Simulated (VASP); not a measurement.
# Sb (R-3m) in VASP: settings compared

One crystal, Sb, is run at these levels: PBEsol, optB88-vdW, PBE; tasks: single point, relaxation of the atoms.

Program: VASP 6.6.1. These are calculated values, not measurements. Logs are shortened: lines on timing, memory, paths and dates and some standing lists are left out, and cuts for length are marked.

### Step 1. Starting point

Symmetry: R-3m, No. 166, trigonal system. The conventional cell has a = 4.308 Å, b = 4.308 Å, c = 11.274 Å, α = 90.00°, β = 90.00°, γ = 120.00°. Around Sb (site symmetry 3m) lie 3 Sb at 2.91 Å.

### Step 2. Single point, PBEsol

INCAR reads:

```
SYSTEM = Sb
PREC = Accurate ; ENCUT = 520
EDIFF = 1E-7 ; ISMEAR = 0
SIGMA = 0.1 ; LREAL = .False.
LASPH = .True. ; NELM = 60
ALGO = Normal ; ISIF = 2
LWAVE = .False. ; LCHARG = .False.
GGA = PS
```

KPOINTS reads:

```
regular mesh
0
Gamma
  8 8 8
  0 0 0
```

POSCAR reads:

```
Sb
1.0
    2.1542000000      1.2437279499      3.7580000000
   -2.1542000000      1.2437279499      3.7580000000
    0.0000000000     -2.4874558998      3.7580000000
Sb
2
Direct
    0.7665100000      0.7665100000      0.7665100000
    0.2334900000      0.2334900000      0.2334900000
```

Potentials or basis: VASP PAW PBE potentials, release 64 (Sb).

On the command line:

```console
$ cat potpaw_PBE.64/Sb/POTCAR > POTCAR
$ mpirun -np 1 vasp_std > vasp.out
```

OUTCAR:

```text
SYSTEM = Sb
   PREC = Accurate
   ENCUT = 520
   EDIFF = 1E-7
   ISMEAR = 0
   LREAL = .False.
   LASPH = .True.
   NELM = 60
   ISIF = 2
   GGA = PS

 ion  position               nearest neighbor table
   1  0.767  0.767  0.767-   2 2.91   2 2.91   2 2.91   2 3.35   2 3.35   2 3.35
   2  0.233  0.233  0.233-   1 2.91   1 2.91   1 2.91   1 3.35   1 3.35   1 3.35

  LATTYP: Found a trigonal (rhomboedric) cell.
 ALAT       =     4.5066618304
 COS(alpha) =     0.5430253624

  Lattice vectors:

 A1 = (   2.1542000000,   1.2437279499,   3.7580000000)
 A2 = (  -2.1542000000,   1.2437279499,   3.7580000000)
 A3 = (   0.0000000000,  -2.4874558998,   3.7580000000)

Analysis of symmetry for initial positions (statically):
=====================================================================
 Subroutine PRICEL returns:
 Original cell was already a primitive cell.

 Routine SETGRP: Setting up the symmetry group for a
 trigonal (rhombohedral) supercell.

 Subroutine GETGRP returns: Found 12 space group operations
 (whereof 12 operations were pure point group operations)
 out of a pool of 12 trial point group operations.

The static configuration has the point symmetry D_3d.

Analysis of symmetry for dynamics (positions and initial velocities):
=====================================================================
 Subroutine PRICEL returns:
 Original cell was already a primitive cell.

 Routine SETGRP: Setting up the symmetry group for a
 trigonal (rhombohedral) supercell.

 Subroutine GETGRP returns: Found 12 space group operations
 (whereof 12 operations were pure point group operations)
 out of a pool of 12 trial point group operations.

The dynamic configuration has the point symmetry D_3d.

 Subroutine INISYM returns: Found 12 space group operations
 (whereof 12 operations are pure point group operations),
 and found     1 'primitive' translations

----------------------------------------------------------------------------------------

                                     Primitive cell

  volume of cell :      60.4115

  direct lattice vectors                    reciprocal lattice vectors
     2.154200000  1.243727950  3.758000000     0.232104726  0.134005726  0.088699663
    -2.154200000  1.243727950  3.758000000    -0.232104726  0.134005726  0.088699663
     0.000000000 -2.487455900  3.758000000     0.000000000 -0.268011452  0.088699663

  length of vectors
     4.506661830  4.506661830  4.506661830     0.282307932  0.282307932  0.282307932

  position of ions in fractional coordinates (direct lattice)
     0.766510000  0.766510000  0.766510000
     0.233490000  0.233490000  0.233490000

  ion indices of the primitive-cell ions
   primitive index   ion index
                 1           1
                 2           2

----------------------------------------------------------------------------------------

 KPOINTS: regular mesh

Automatic generation of k-mesh.
 Grid dimensions read from file:
 generate k-points for:    8    8    8

 Generating k-lattice:

  Cartesian coordinates                     Fractional coordinates (reciprocal lattice)
     0.029013091  0.016750716  0.011087458     0.125000000  0.000000000  0.000000000
    -0.029013091  0.016750716  0.011087458     0.000000000  0.125000000  0.000000000
     0.000000000 -0.033501431  0.011087458     0.000000000  0.000000000  0.125000000

  Length of vectors
     0.035288491  0.035288491  0.035288491

  Shift w.r.t. Gamma in fractional coordinates (k-lattice)
     0.000000000  0.000000000  0.000000000

 Subroutine IBZKPT returns following result:
 ===========================================

 Found     65 irreducible k-points:

 Following reciprocal coordinates:
            Coordinates               Weight
  0.000000  0.000000  0.000000      1.000000
  0.125000 -0.000000  0.000000      6.000000
  0.250000 -0.000000  0.000000      6.000000
  0.375000 -0.000000 -0.000000      6.000000
  0.500000 -0.000000  0.000000      3.000000
  0.125000  0.125000  0.000000      6.000000
[... 16 lines left out ...]
  0.250000  0.125000  0.125000      6.000000
  0.375000  0.125000  0.125000      6.000000
 [... further k-points ...]
   k-points           NKPTS =     65   k-points in BZ     NKDIM =     65   number of bands    NBANDS=      9
   number of dos      NEDOS =    301   number of ions     NIONS =      2
   total plane-waves  NPLWV =  46656
   dimension x,y,z NGX =    36 NGY =   36 NGZ =   36
   dimension x,y,z NGXF=    72 NGYF=   72 NGZF=   72
   ions per type =               2
   NGX,Y,Z   is equivalent  to a cutoff of  13.28, 13.28, 13.28 a.u.
   NGXF,Y,Z  is equivalent  to a cutoff of  26.56, 26.56, 26.56 a.u.
 SYSTEM =  Sb
   PREC   = accura    normal or accurate (medium, high low for compatibility)
   ISTART =      0    job   : 0-new  1-cont  2-samecut
   ICHARG =      2    charge: 1-file 2-atom 10-const
   ISPIN  =      1    spin polarized calculation?
   LNONCOLLINEAR =      F non collinear calculations
   LSORBIT =      F    spin-orbit coupling
   LASPH  =      T    aspherical Exc in radial PAW
   ENCUT  =  520.0 eV  38.22 Ry    6.18 a.u.   8.38  8.38  8.38*2*pi/ulx,y,z
   NELM   =     60;   NELMIN=  2; NELMDL= -5     # of ELM steps
   EDIFF  = 0.1E-06   stopping-criterion for ELM
   LREAL  =      F    real-space projection
   EDIFFG = 0.1E-05   stopping-criterion for IOM
   NSW    =      0    number of steps for IOM
   IBRION =     -1    ionic relax: 0-MD 1-quasi-New 2-CG
   NFREE  =      0    steps in history (QN), initial steepest desc. (CG)
   ISIF   =      2    stress and relaxation
   ISYM   =      2    0-nonsym 1-usesym 2-fastsym
   POTIM  = 0.5000    time-step for ionic-motion
   TEBEG  =    0.0;   TEEND  =   0.0 temperature during run
   PSTRESS=    0.0 pullay stress
   NELECT =      10.0000    total number of electrons
   NUPDOWN=      -1.0000    fix difference up-down
   EMIN   =  10.00;   EMAX   =-10.00  energy-range for DOS
   EFERMI =   0.00;   METHOD = LEGACY
   ISMEAR =     0;   SIGMA  =   0.10  broadening in eV -4-tet -1-fermi 0-gaus
   EFERMI_NEDOS =   21; number of points for ismear=-14 and -15
   IALGO  =     38    algorithm
   IMIX   =      4    mixing-type and parameters
     AMIX     =   0.40;   BMIX     =  1.00
     AMIX_MAG =   1.60;   BMIX_MAG =  1.00
  volume/ion in A,a.u.               =      30.21       203.84
  Fermi-wavevector in a.u.,A,eV,Ry     =   0.898880  1.698637 10.993305  0.807985
  Thomas-Fermi vector in A             =   2.021644
   LORBIT       =      0    0 simple, 1 ext, 2 COOP (PROOUT), +10 PAW based schemes
   GGA     = PS    functional components
   LHFCALC =     F    Hartree Fock is set to
   AEXX    =    0.0000 exact exchange contribution
   IVDW    =     0    specifies the selected vdW correction
   LEPSILON=     F    determine dielectric tensor
   LRPA    =     F    only Hartree local field effects (RPA)
 non-spin polarized calculation
 Gauss-broadening in eV      SIGMA  =   0.10
  energy-cutoff  :      520.00
  volume of cell :       60.41
 maximum number of plane-waves:      1638
 NGX is ok and might be reduce to    36
   NGX = 17   NGY = 17   NGZ = 17

 number of electron      10.0000000 magnetization

 Free energy of the ion-electron system (eV)
  ---------------------------------------------------
  ext. energy  EPLUGINS =         0.00000000
  ---------------------------------------------------
  free energy    TOTEN  =        -9.11855797 eV

  energy without entropy =       -9.11680470  energy(sigma->0) =       -9.11768134

 E-fermi :   7.2096     XC(G=0):  -9.6649

 val. band max:        7.1983033798   @ k =   0.3750   0.1250   0.1250
 cond. band min:       7.2663137026   @ k =   0.5000   0.5000   0.5000
 fundamental gap:      0.0680103228
 Fermi energy:         7.2096294566

 k-point     1 :       0.0000    0.0000    0.0000
  band No.  band energies     occupation
      1      -5.6028      2.00000
      2       2.3243      2.00000
      3       5.0759      2.00000
      4       5.3453      2.00000
      5       5.3453      2.00000
      6       9.1890      0.00000
      7       9.8269      0.00000
      8       9.8269      0.00000
      9      12.1990      0.00000

 k-point     2 :       0.1250   -0.0000    0.0000
  band No.  band energies     occupation
      1      -5.4301      2.00000
      2       1.5972      2.00000
      3       5.1154      2.00000
      4       5.3034      2.00000
      5       5.6125      2.00000
      6       9.0852      0.00000
      7       9.3825      0.00000
      8       9.4315      0.00000
      9      11.6437      0.00000

 k-point     3 :       0.2500   -0.0000    0.0000
  band No.  band energies     occupation
      1      -4.9171      2.00000
      2       0.1349      2.00000
      3       5.1318      2.00000
      4       5.2296      2.00000
      5       6.0517      2.00000
      6       8.3717      0.00000
      7       8.4962      0.00000
      8       8.5959      0.00000
      9      11.9876      0.00000

 k-point     4 :       0.3750   -0.0000   -0.0000
  band No.  band energies     occupation
      1      -4.0876      2.00000
      2      -1.4066      2.00000
      3       5.1952      2.00000
      4       5.2295      2.00000
      5       6.4197      2.00000
      6       7.5368      0.00000
      7       7.6423      0.00000
      8       7.8998      0.00000
      9      13.1925      0.00000
[... 205 lines left out ...]
 k-point    22 :       0.1250    0.1250    0.1250
  band No.  band energies     occupation
      1      -5.4617      2.00000
      2       1.5222      2.00000
      3       5.3782      2.00000
      4       5.3782      2.00000
      5       5.6126      2.00000
      6       9.0970      0.00000
      7       9.3508      0.00000
      8       9.3508      0.00000
      9      11.9433      0.00000

 k-point    23 :       0.2500    0.1250    0.1250
  band No.  band energies     occupation
      1      -5.1982      2.00000
      2       0.7846      2.00000
      3       4.3560      2.00000
      4       5.6887      2.00000
      5       6.5788      2.00000
      6       8.2818      0.00000
      7       8.3538      0.00000
      8      10.0875      0.00000
      9      11.8518      0.00000

 k-point    24 :       0.3750    0.1250    0.1250
  band No.  band energies     occupation
      1      -4.6031      2.00000
      2      -0.4113      2.00000
      3       3.7565      2.00000
      4       5.6070      2.00000
      5       7.1983      1.12726
      6       7.3242      0.10508
      7       7.8038      0.00000
      8      10.1668      0.00000
      9      12.0809      0.00000

 [... further k-points ...]

------------------------ aborting loop because EDIFF is reached ----------------------------------------

  FORCE on cell =-STRESS in cart. coord.  units (eV):
  Direction    XX          YY          ZZ          XY          YZ          ZX
  --------------------------------------------------------------------------------------
  -------------------------------------------------------------------------------------
  Total        0.1589064      0.1589064     -0.0912456      0.0000000      0.0000000      0.0000000
  in kB        4.2143689      4.2143689     -2.4199312      0.0000000      0.0000000      0.0000000
  external PRESSURE =       2.0029355 kB  Pullay stress =       0.0000000 kB

 VOLUME and BASIS-vectors are now :
 -----------------------------------------------------------------------------
  energy-cutoff  :      520.00
  volume of cell :       60.41
      direct lattice vectors                 reciprocal lattice vectors
     2.154200000  1.243727950  3.758000000     0.232104726  0.134005726  0.088699663
    -2.154200000  1.243727950  3.758000000    -0.232104726  0.134005726  0.088699663
     0.000000000 -2.487455900  3.758000000     0.000000000 -0.268011452  0.088699663

 POSITION                                       TOTAL-FORCE (eV/Angst)
 -----------------------------------------------------------------------------------
      0.00000      0.00000      8.64163         0.000000      0.000000     -0.153173
      0.00000      0.00000      2.63237         0.000000     -0.000000      0.153173
 -----------------------------------------------------------------------------------
    total drift:                                0.000000     -0.000000     -0.000000

  FREE ENERGIE OF THE ION-ELECTRON SYSTEM (eV)
  ---------------------------------------------------
  free  energy   TOTEN  =        -9.1185579695 eV

  energy  without entropy=       -9.1168047028  energy(sigma->0) =       -9.11768134
```

Run time: 13 s. Hardware: 1 thread of Intel Xeon 6975P-C (Granite Rapids), shared host; peak memory 0.2 GiB.

What came out:

- Free energy: -9.1186 eV
- Pressure: 0.2 GPa
- Largest force: 0.153 eV/Å
- Band gap on the k mesh: none (metal or under the smearing width)

Forces in eV/Å, atoms in the order of the input:
```
Sb   0.000  0.000 -0.153
Sb   0.000  0.000  0.153
```

Caveat: the PAW data sets were made with another functional, which shifts forces and pressure a little. Spin-orbit coupling is left out, which matters for the levels of Sb.

(Continued in part 2 of 2.)
